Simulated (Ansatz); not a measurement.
# Cu (P-1) in Ansatz: convergence with k mesh

Aim: find how far k mesh must go before the results for Cu settle, at r2SCAN. This setting moves, with any that are tied to it; all else stays.

All numbers are computed with Ansatz 0.2.0; they aren't measurements. Logs are shortened: lines on timing, memory, paths and dates and some standing lists are left out, and cuts for length are marked.

### 1 Starting point

The typed cell holds 1 atom: a = 2.479 Å, b = 2.477 Å, c = 2.450 Å, α = 108.63°, β = 107.81°, γ = 112.70°.

This isn't the form of Cu at room conditions, which is fcc.

### 2 With k mesh 4 × 4 × 4

input.yaml

```yaml
crystal:
  lattice:
    - [-1.45398576, 1.46431069, 1.37398204]
    - [1.4487133, -1.4679854, 1.37230683]
    - [1.42515422, 1.43915386, -1.3778349]
  atoms:
    - { symbol: Cu, position: [0.0, 0.0, 0.0] }
hamiltonian:
  xc: r2scan
  pseudopotentials: { kind: paw }
kpoints:
  mp_grid: { grid: [4, 4, 4] }
scf:
  occupations: { method: fermi_dirac, width: 0.05 }
output:
  forces: true
  stress: true
  eigenvalues: true
```

Potentials or basis: Ansatz PAW.

On the command line:

```console
$ ansatz run input.yaml --threads 2 --pin off --max-ram 5632MiB --backend cpu --events-out ev --progress --plain --runs-dir out
```

Wall time 1.6 s (2 threads of Intel Xeon at 2.70GHz, shared host); peak memory 0.31 GiB.

What came out:

| Quantity | Value |
| --- | --- |
| Free energy | -6631.0078 eV |
| Pressure | -0.2 GPa |
| Band gap on the k mesh | none (metal or under the smearing width) |

### 3 With k mesh 5 × 5 × 5

input.yaml, as its differences from that of step 2:

```diff
@@ -11,3 +11,3 @@
 kpoints:
-  mp_grid: { grid: [4, 4, 4] }
+  mp_grid: { grid: [5, 5, 5] }
 scf:
```

Potentials or basis: Ansatz PAW.

On the command line:

```console
$ ansatz run input.yaml --threads 2 --pin off --max-ram 5632MiB --backend cpu --events-out ev --progress --plain --runs-dir out
```

Wall time 1.7 s (2 threads of Intel Xeon at 2.70GHz, shared host); peak memory 0.32 GiB.

Results:

```yaml
Free_energy: -6631.2418 eV
Pressure: 0.2 GPa
Band_gap_on_the_k_mesh: none (metal or under the smearing width)
```

### 4 With k mesh 6 × 6 × 6

input.yaml, as its differences from that of step 3:

```diff
@@ -11,3 +11,3 @@
 kpoints:
-  mp_grid: { grid: [5, 5, 5] }
+  mp_grid: { grid: [6, 6, 6] }
 scf:
```

On the command line:

```console
$ ansatz run input.yaml --threads 2 --pin off --max-ram 5632MiB --backend cpu --events-out ev --progress --plain --runs-dir out
```

It took 2.9 s on 2 threads of Intel Xeon at 2.70GHz, shared host; peak memory 0.34 GiB.

What came out:

```
Free energy            : -6631.1346 eV
Pressure               : 0.9 GPa
Band gap on the k mesh : none (metal or under the smearing width)
```

### 5 With k mesh 8 × 8 × 7

input.yaml, as its differences from that of step 4:

```diff
@@ -11,3 +11,3 @@
 kpoints:
-  mp_grid: { grid: [6, 6, 6] }
+  mp_grid: { grid: [8, 8, 7] }
 scf:
```

On the command line:

```console
$ ansatz run input.yaml --threads 2 --pin off --max-ram 5632MiB --backend cpu --events-out ev --progress --plain --runs-dir out
```

Run time: 3.7 s. Hardware: 2 threads of Intel Xeon at 2.70GHz, shared host; peak memory 0.37 GiB.

Results:

| Property | Result |
| --- | --- |
| Free energy | -6631.2009 eV |
| Pressure | 0.3 GPa |
| Band gap on the k mesh | none (metal or under the smearing width) |

### 6 With k mesh 10 × 10 × 9

input.yaml, as its differences from that of step 5:

```diff
@@ -11,3 +11,3 @@
 kpoints:
-  mp_grid: { grid: [8, 8, 7] }
+  mp_grid: { grid: [10, 10, 9] }
 scf:
```

Potentials or basis: Ansatz PAW.

On the command line:

```console
$ ansatz run input.yaml --threads 2 --pin off --max-ram 5632MiB --backend cpu --events-out ev --progress --plain --runs-dir out
```

Wall time 6.7 s (2 threads of Intel Xeon at 2.70GHz, shared host); peak memory 0.42 GiB.

Results (log left out):

| Quantity | Value |
| --- | --- |
| Free energy | -6631.2002 eV |
| Pressure | 0.3 GPa |
| Band gap on the k mesh | none (metal or under the smearing width) |

### 7 With k mesh 12 × 12 × 12

input.yaml, as its differences from that of step 6:

```diff
@@ -11,3 +11,3 @@
 kpoints:
-  mp_grid: { grid: [10, 10, 9] }
+  mp_grid: { grid: [12, 12, 12] }
 scf:
```

On the command line:

```console
$ ansatz run input.yaml --threads 2 --pin off --max-ram 5632MiB --backend cpu --events-out ev --progress --plain --runs-dir out
```

It took 15 s on 2 threads of Intel Xeon at 2.70GHz, shared host; peak memory 0.49 GiB.

It converged, with:

| Item | Value |
| --- | --- |
| Free energy | -6631.1913 eV |
| Pressure | 0.3 GPa |
| Band gap on the k mesh | none (metal or under the smearing width) |

### 8 With k mesh 15 × 15 × 15

input.yaml, as its differences from that of step 7:

```diff
@@ -11,3 +11,3 @@
 kpoints:
-  mp_grid: { grid: [12, 12, 12] }
+  mp_grid: { grid: [15, 15, 15] }
 scf:
```

On the command line:

```console
$ ansatz run input.yaml --threads 2 --pin off --max-ram 5632MiB --backend cpu --events-out ev --progress --plain --runs-dir out
```

Wall time 22 s (2 threads of Intel Xeon at 2.70GHz, shared host); peak memory 0.65 GiB.

The run converged. Its results:

- Free energy: -6631.2056 eV
- Pressure: 0.4 GPa
- Band gap on the k mesh: none (metal or under the smearing width)

### 9 With k mesh 18 × 18 × 18

input.yaml, as its differences from that of step 8:

```diff
@@ -11,3 +11,3 @@
 kpoints:
-  mp_grid: { grid: [15, 15, 15] }
+  mp_grid: { grid: [18, 18, 18] }
 scf:
```

Potentials or basis: Ansatz PAW.

On the command line:

```console
$ ansatz run input.yaml --threads 2 --pin off --max-ram 5632MiB --backend cpu --events-out ev --progress --plain --runs-dir out
```

Run time: 34 s. Hardware: 2 threads of Intel Xeon at 2.70GHz, shared host; peak memory 0.89 GiB.

It converged, with:

| Item | Value |
| --- | --- |
| Free energy | -6631.1990 eV |
| Pressure | 0.4 GPa |
| Band gap on the k mesh | none (metal or under the smearing width) |

### 10 With k mesh 22 × 22 × 21

input.yaml, as its differences from that of step 9:

```diff
@@ -11,3 +11,3 @@
 kpoints:
-  mp_grid: { grid: [18, 18, 18] }
+  mp_grid: { grid: [22, 22, 21] }
 scf:
```

Potentials or basis: Ansatz PAW.

On the command line:

```console
$ ansatz run input.yaml --threads 2 --pin off --max-ram 5632MiB --backend cpu --events-out ev --progress --plain --runs-dir out
```

Log:

```text
Warning: RAYON_NUM_THREADS=2 ignored (pool sized by the plan → 2); use --threads N
Engine: ansatz 0.2.0, x86_64-unknown-linux-gnu
Pseudopotentials: kind: paw
Pseudopotential: Cu, paw, valence charge 19, recommended cutoff 500 eV (meta_gga), Cu.paw.azcp
Functional definition: r2SCAN
  parameter k0 = 0.174
  parameter k1 = 0.065
  parameter a1 = 4.9479
  exchange = r2scan_x(k0 = k0, k1 = k1, a1 = a1)
  correlation = r2scan_c
Crystal: 1 atoms, lattice volume = 11.457 Å³
Basis set: ecut = 500 eV, 305 PW (Γ), exchange–correlation on 80×80×72 points (64 copies of the dense FFT grid, shifted against one another)
Bands: 14, of which v1, the nominal top of the filled ones, is band 10 counted from 1 (9 counted from 0)
Symmetry: 2 space group operations
Space group: P-1 (ITA 2), of the structure as read, at distance tolerance 2.3e-5 Å
k-points: 5084 of 10164
Non-local potential: Cu, projectors of the file, l = 0: 3, l = 1: 2, l = 2: 3, l = 3: 1
PAW form: soft (Blöchl's): semilocal exchange-correlation on the pseudo side does not see the compensation charge
PAW frozen core: Cu, regenerated for the run's functional (the file was generated under x = pbe(κ = 0.804, μ = 0.2195149727645171), c = pbe(β = 0.06672455060314922))
PAW one-centre angular grid: Cu, 590 points (default); XC on 160 Gauss nodes
Initial density: superposition of atomic densities (neutral atoms: chi_scale 0, normalization atom), corrected by the library's trained network
Initial wavefunctions: pseudopotential atomic-orbital guess
Functional: x = r2scan, c = r2scan; τ floored in thin density (d = 2e-4 eV/Å³)
SCF iter   1: F=—  HF=-6631.220190 eV  |F-HF|=—  |Δ(HF+E_count)|=         —  Δρ=3.99e-2  dr2=9.97e-2  dr2_τ=7.34e-4  ethr=1.77e-3  ⟨swp⟩=5.6  Hψ=360234  notcnv=0
preconditioner: auto → none  [metal: Δε(μ)=0.001 eV  Ē_g=18.548 eV  σ=0.050 eV  W_gap=0.00  n_scr=0 (ndim 8)  ℏωp=36.4 eV  f_vac=0.000  D(μ)=0.30/eV (n_scr^D=0)]
SCF iter   2: F=—  HF=-6631.231140 eV  |F-HF|=—  |Δ(HF+E_count)|=   1.09e-2  Δρ=3.90e-2  dr2=9.40e-2  dr2_τ=1.07e-3  ethr=5.25e-4  ⟨swp⟩=3.0  Hψ=170986  notcnv=0  defer=1610
SCF iter   3: F=—  HF=-6631.201820 eV  |F-HF|=—  |Δ(HF+E_count)|=   2.93e-2  Δρ=4.18e-3  dr2=1.14e-3  dr2_τ=8.42e-6  ethr=4.95e-4  ⟨swp⟩=2.2  Hψ=120500  notcnv=0  defer=1610
SCF iter   4: F=—  HF=-6631.201735 eV  |F-HF|=—  |Δ(HF+E_count)|=   8.54e-5  Δρ=4.15e-4  dr2=1.60e-5  dr2_τ=5.49e-7  ethr=6.00e-6  ⟨swp⟩=1.5  Hψ=88534  notcnv=0  defer=1610
SCF iter   5: F=—  HF=-6631.201739 eV  |F-HF|=—  |Δ(HF+E_count)|=   3.81e-6  Δρ=1.64e-4  dr2=1.45e-6  dr2_τ=4.30e-8  ethr=8.43e-8  ⟨swp⟩=2.3  Hψ=93587  notcnv=0  defer=1610
SCF iter   6: F=—  HF=-6631.201742 eV  |F-HF|=—  |Δ(HF+E_count)|=   2.90e-6  Δρ=4.18e-5  dr2=1.26e-7  dr2_τ=1.64e-9  ethr=7.61e-9  ⟨swp⟩=2.0  Hψ=97901  notcnv=0  defer=1610
SCF iter   7: F=-6631.201742 eV  HF=-6631.201742 eV  |F-HF|=9.26e-10  |Δ(HF+E_count)|=   2.34e-8  Δρ=4.09e-6  dr2=8.88e-10  dr2_τ=2.86e-11  ethr=5.26e-10  ⟨swp⟩=5.6  Hψ=304712  notcnv=0
SCF 1 converged in 7 iterations: F = -6631.201742 eV  dr2 = 8.88e-10
SCF converged after 7 iterations
Free energy (F): -6631.201742 eV
Harris-Foulkes:  -6631.201742 eV  (|F-HF|=9.26e-10)
Internal energy: -6631.199059 eV  (E = F + TS)
E sigma→0 (E₀):  -6631.200401 eV
Entropy (-TS):   -0.002682 eV (-2.682 meV/atom)
Fermi energy:    17.217278 eV
--- Per-component energies (eV) ---
  E_band       = -375.330337
  E_kinetic    = 300.013571
  E_local      = -4005.159947  (includes V_loc(G=0)·N_el)
  E_nonlocal   = 395.594680
  E_hartree    = 1770.742031
  E_xc         = -83.901323
  E_vxc        = -124.821128  (∫ρ·V_xc dr)
  E_paw        = -1678.292568  (= ΣΔE_a)
  E_vpaw       = -491.428094  (= ΣTr[D̂ρ^β])
  E_aug_tail   = 0.000155  (compensation charges beyond the density's cutoff)
  E_vtau       = 8.983822  (kinetic-family band-sum trace: ∫τ·v_τ [+ j·A + Jᵃ·Aᵃ] dr)
  E_ewald      = -3329.894551
  E_core_change = -0.301108  (= ΣΔE_core)
  E_smearing   = -0.002682  (= −TS)
  E_closure    = -0.000000  (closes the sum)
  Σ components = -6631.201742   (vs F -6631.201742, Δ=0.00e0)
--- Forces (eV/Å), atoms counted from 1 ---
  atom   1  Cu     0.00000000     0.00000000     0.00000000
  max |Σ_I F_I| component: 0.00e0 eV/Å
--- Stress (GPa, compression-positive) ---
        0.297415       2.329905       0.225366
        2.329905       0.609807       0.144729
        0.225366       0.144729       0.353547
  P = ⅓ Tr σ = 0.4203 GPa (4.203 kbar)
--- Band table (eV; the first three rows and the last of 5084) ---
  k-point 0: bands = ["-99.2957", "-55.0513", "-55.0464", "-55.0438", "7.2530", "13.7969", "13.9418", "14.0812", "14.8759", "15.0954", "42.5376", "43.4440", "44.4555", "46.7878"]
  k-point 1: bands = ["-99.2953", "-55.0530", "-55.0488", "-55.0437", "7.3452", "13.8015", "13.9763", "14.0663", "14.8550", "15.0922", "42.2434", "42.5768", "44.2001", "45.7872"]
  k-point 2: bands = ["-99.2941", "-55.0602", "-55.0534", "-55.0434", "7.6193", "13.8114", "14.0122", "14.0895", "14.7995", "15.0834", "39.8564", "42.4353", "43.6195", "44.7154"]
  k-point 5083: bands = ["-99.2643", "-55.1575", "-55.1368", "-55.1346", "12.2092", "12.2659", "15.5514", "15.6240", "15.6504", "25.0093", "25.4098", "27.3949", "31.0221", "31.7654"]
```

Run time: 48 s. Hardware: 2 threads of Intel Xeon at 2.70GHz, shared host; peak memory 1.3 GiB.

Results:

- Free energy: -6631.2017 eV
- Pressure: 0.4 GPa
- Band gap on the k mesh: none (metal or under the smearing width)

### 11 Summary

```csv
k mesh,"energy less the tightest run, at zero smearing (meV/atom)",pressure (GPa),SCF cycles,CPU time (s),peak memory (GiB)
4 × 4 × 4,199.84,-0.22,6,2.7,0.31
5 × 5 × 5,-38.13,0.21,7,2.9,0.32
6 × 6 × 6,70.47,0.85,6,5.2,0.34
8 × 8 × 7,1.10,0.33,7,6.8,0.37
10 × 10 × 9,1.60,0.31,7,12,0.42
12 × 12 × 12,11.47,0.30,7,29,0.49
15 × 15 × 15,-4.03,0.42,7,43,0.65
18 × 18 × 18,3.15,0.39,7,66,0.89
22 × 22 × 21,0.00,0.42,7,93,1.3
```

Against the tightest run, the pressure stays within 0.1 GPa from 15 × 15 × 15 on. Not settled before the last step: the energy (to 1 meV/atom). Meshes of other sizes hit other points, so gaps and Fermi surfaces needn't settle smoothly. The tightest run that finished is the yardstick and may itself not be fully converged.

Caveats: the PAW data sets come from PBE, with cores solved anew for the run's functional, which leaves a small shift of forces and pressure.
